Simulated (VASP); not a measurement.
W, 4 atoms in the cell. It takes space group P6/mmm (No. 191, hexagonal). Conventional cell: a = 5.320 Å, b = 5.320 Å, c = 2.760 Å, α = 90.00°, β = 90.00°, γ = 120.00°. W (site symmetry 6/mmm) has 14 W at 2.76 to 3.00 Å as nearest neighbours. Around W (site symmetry mmm) lie 10 W at 2.66 to 3.00 Å. The cell was built by a generator and needn't be a form met in nature. The cell isn't the ideal one: random cell with space group P6mm (No. 183).

```yaml
Program: VASP 6.6.1
Task: single point
Functional: PBE
Potentials_or_basis: VASP PAW PBE potentials, release 64 (W_sv)
Cutoff: 520 eV
k_mesh: 6 × 6 × 4
Occupations: gaussian, width 0.1 eV
Spin: no spin polarisation
Dipole_correction: no
Further_INCAR_settings: ALGO = Normal; EDIFF = 1e-06; NBANDS = 36
```

Potentials or basis: VASP PAW PBE potentials, release 64 (W_sv).

The run is started by

```bash
$ cat potpaw_PBE.64/W_sv/POTCAR > POTCAR
$ mpirun -np 1 vasp_std > vasp.out
```

Hardware: 1 thread of Intel(R) Xeon(R) 6975P-C (Granite Rapids) (shared host).

Question: How long does it take, and how much memory?

Answer: Wall time 19 s on 1 thread of Intel(R) Xeon(R) 6975P-C (Granite Rapids), on a shared host, peak memory 0.2 GiB. Counts: scf iterations 14, k points 21.
